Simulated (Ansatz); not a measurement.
Runs of Ansatz 0.2.0 on Ge. The structure is cubic, space group Fd-3m (No. 227). The conventional cell has a = 5.658 Å, b = 5.658 Å, c = 5.658 Å, α = 90.00°, β = 90.00°, γ = 90.00°. Ge (site symmetry -43m) has 4 Ge at 2.45 Å as nearest neighbours. 

| task | level | potentials or basis | spin | cell | k mesh | cutoff (eV) | smearing | scf lower state search | basis xc grid | phonons | basis error allowed | other keys | gap on the mesh (eV) | pressure (GPa) | moment (μB) |
| --- | --- | --- | --- | --- | --- | --- | --- | --- | --- | --- | --- | --- | --- | --- | --- |
| density of states | revPBE+D4 | all-electron LAPW, scalar-relativistic | non-collinear, antiferromagnetic start | as given | 6 × 6 × 6 | 291 | fermi-dirac 0.1 eV | - | - | - | 0.002 eV/atom | - | - | 0.9 | 0.00 |
| electric field gradients | Slater exchange only | all-electron PAW datasets made for the crystal | collinear, ferrimagnetic start | as given | 8 × 8 × 8 | 300 | fermi-dirac 0.15 eV | - | - | - | - | - | none | 3.2 | 0.00 |
| electric field gradients | RPBE | all-electron PAW datasets made for the crystal | off | as given | 8 × 8 × 8 | 140 | fermi-dirac 0.025 eV | - | - | - | - | - | (a) | (b) | - |
| elastic constants | LDA | all-electron LAPW, scalar-relativistic | collinear, antiferromagnetic start | as given | 6 × 6 × 6 | 342 | fermi-dirac 0.05 eV | - | - | - | 0.001 eV/atom | - | none | -1.1 | 0.00 |
| relaxation of cell and atoms | PBE-LDA | all-electron PAW datasets made for the crystal | off | relaxed | 8 × 8 × 8 | - | fermi-dirac 0.1 eV | - | - | - | - | - | - | 0.0 | - |
| density of states | PBE-LDA | all-electron PAW datasets made for the crystal | off | as given | 8 × 8 × 8 | 140 | tetrahedron | off | 1 | - | - | scf.lower_state_search = off; basis.xc_grid = 1 | none | 9.2 | - |
| phonons | PBE exchange only | all-electron PAW datasets made for the crystal | off | as given | 8 × 8 × 8 | 340 | fermi-dirac 0.01 eV | - | - | method dfpt | - | - | none | - | - |

Q: Fill in the values left out.

A: (a) 0.15; (b) 5.4.

Caveats: this crystal is a semiconductor, whose small gap the functional closes, so the metal is an error of the method (some runs); the starting moments weren't kept (some runs); the program warned that the printed levels may be off, so bands, gaps and densities of states are rough (some runs); the program listed the state as in doubt (some runs); the k mesh is thin for a metal, which can move the energy by tens of meV per atom (some runs); elastic constants of metals need much finer meshes, so these are rough (some runs).

A k mesh can miss the band edges, and the runs leave out spin-orbit coupling on Ge.

A gap of «none» marks a metal or a gap under the smearing width.

The runs don't all hold the same shells in valence.

Runs at the PBE level aren't shown here.
